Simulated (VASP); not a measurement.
## VASP 6.6.1 run: BN

INCAR

```
LASPH = .TRUE.
EDIFF = 1E-7
LWAVE = .FALSE.
ISIF = 2
NELM = 75
IBRION = -1
SIGMA = 0.02
NSW = 0
ENCUT = 520
GGA = PE
LCHARG = .FALSE.
ISMEAR = -1
NBANDS = 11
PREC = Accurate
LREAL = .FALSE.
```

KPOINTS

```
KPOINTS created by Atomic Simulation Environment
0
Gamma
1 1 1
0 0 0
```

POSCAR

```
B  N
 1.0000000000000000
     1.3080048566852058    0.7551769561085414    3.2533303712000001
    -1.3080048566852058    0.7551769561085414    3.2533303712000001
     0.0000000000000000   -1.5103539122170828    3.2533303712000001
 B   N
   1   1
Cartesian
 -0.0000000000000000 -0.0000000000000001  9.7575145187143359
 -0.0000000000000000 -0.0000000000000000  3.2470197207530553
```

The recommended PBE PAW datasets give the neutral cell 8 valence electrons.

Command

```
mpirun -np 1 vasp_std
```

OSZICAR

```
N       E                     dE             d eps       ncg     rms          rms(c)
DAV:   1     0.377685225796E+02    0.37769E+02   -0.44735E+03    22   0.625E+02
DAV:   2    -0.110146868326E+02   -0.48783E+02   -0.47687E+02    33   0.184E+02
DAV:   3    -0.119279093877E+02   -0.91322E+00   -0.91185E+00    28   0.247E+01
DAV:   4    -0.119306234534E+02   -0.27141E-02   -0.27140E-02    25   0.148E+00
DAV:   5    -0.119306376023E+02   -0.14149E-04   -0.14149E-04    28   0.929E-02    0.103E+01
DAV:   6    -0.939136453862E+01    0.25393E+01   -0.11341E+01    22   0.172E+01    0.486E+00
DAV:   7    -0.914105275241E+01    0.25031E+00   -0.36485E-01    22   0.415E+00    0.332E+00
DAV:   8    -0.908148988692E+01    0.59563E-01   -0.32715E-01    22   0.344E+00    0.454E-01
DAV:   9    -0.908249460032E+01   -0.10047E-02   -0.37011E-03    28   0.507E-01    0.339E-01
DAV:  10    -0.908219107225E+01    0.30353E-03   -0.85665E-04    22   0.307E-01    0.306E-02
DAV:  11    -0.908219108123E+01   -0.89751E-08   -0.59535E-05    28   0.526E-02    0.167E-02
DAV:  12    -0.908219257297E+01   -0.14917E-05   -0.27561E-06    28   0.147E-02    0.190E-03
DAV:  13    -0.908219255533E+01    0.17636E-07   -0.94189E-08    22   0.213E-03
   1 F= -.90821926E+01 E0= -.90821926E+01  d E =-.575638E-12
```

Standard output (part)

```
POSCAR found type information on POSCAR B N
 POSCAR found :  2 types and       2 ions
 LDA part: xc-table for (Slater+PW92), standard interpolation
 POSCAR, INCAR and KPOINTS ok, starting setup
 WAVECAR not read
 entering main loop
```

It converged. Results: gap between bands v and c on the k mesh 5.54 eV; least direct gap on the k mesh 5.54 eV; pressure 14.9 GPa; largest force 0.35 eV/Å. Band v is the last that the valence electrons fill when counted band by band, and c is the next.

**Question.** Why shouldn't this run be trusted?

**Answer.** One k point for a small cell. On sound settings PBE gives a gap of 3.91 eV on its mesh and a pressure of -23.4 GPa for the intended cell. This run's energy (σ→0) differs from it by 4153 meV an atom.
